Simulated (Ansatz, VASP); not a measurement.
# Tl: VASP beside Ansatz

File POSCAR:

```
Tl
1.0
   -2.0865750000      2.0865750000      1.9410000000
    2.0865750000     -2.0865750000      1.9410000000
    2.0865750000      2.0865750000     -1.9410000000
Tl
1
Direct
    0.0000000000      0.0000000000      0.0000000000
```

Contents of INCAR.step1:

```
  ALGO = Normal
  EDIFF = 1E-4
  ENCUT = 520
  GGA = PE
  ISMEAR = 0
  LASPH = True
  LCHARG = False
  LREAL = False
  LWAVE = True
  NBANDS = 12
  NELM = 100
  PREC = Accurate
  SIGMA = 0.15
```

File INCAR.step2:

```
  ALGO = Normal
  EDIFF = 1E-7
  ENCUT = 520
  ISIF = 2
  ISMEAR = 0
  ISTART = 1
  LASPH = True
  LCHARG = True
  LELF = True
  LMIXTAU = True
  LREAL = False
  LVHAR = True
  LWAVE = False
  METAGGA = R2SCAN
  NBANDS = 12
  NELM = 100
  PREC = Accurate
  SIGMA = 0.15
```

The input KPOINTS:

```
k-points
0
Gamma
  18 18 18
```

Input for Ansatz:

```yaml
crystal:
  lattice:
    - [-2.086575, 2.086575, 1.941]
    - [2.086575, -2.086575, 1.941]
    - [2.086575, 2.086575, -1.941]
  atoms:
    - { symbol: Tl, position: [0.0, 0.0, 0.0] }
basis:
  ecutwfc: 500
kpoints:
  mp_grid: { grid: [18, 18, 18] }
hamiltonian:
  xc: r2scan
scf:
  occupations: { method: gaussian, width: 0.15 }
output:
  forces: true
  stress: true
  eigenvalues: true
```

Change from the starting cell: strain +0.0750 x Voigt [1, 1, 0, 0, 0, 0], atoms carried along.

Alike in both runs: task single point; functional r2SCAN; k mesh 18 × 18 × 18; occupations gaussian, width 0.15 eV; no spin polarisation.

|  | VASP | Ansatz |
| --- | --- | --- |
| version | VASP 6.6.1 | Ansatz 0.2.0 |
| potentials or method | VASP PAW PBE potentials, release 64 (Tl_d) | scalar-relativistic, plane waves, PAW |
| plane-wave cutoff (eV) | 520 | 500 |
| valence electrons in the cell | 13 | 13 |

|  | VASP | Ansatz | Ansatz less VASP |
| --- | --- | --- | --- |
| gap on the k mesh at the Fermi level (eV) | none | none | - |
| pressure (GPa) | -2.8 | -2.8 | +0.03 |
| largest component of the traceless stress (GPa) | 0.29 | 0.29 | -0.002 |

A gap of «none» marks a metal or a gap that the smearing closes. The functional is the same, so the differences come from potentials, cutoffs and numerics.

Caveats: the PAW data sets were made with another functional, which shifts forces and pressure a little (VASP). The runs have no spin-orbit coupling, so splittings on Tl are missing.
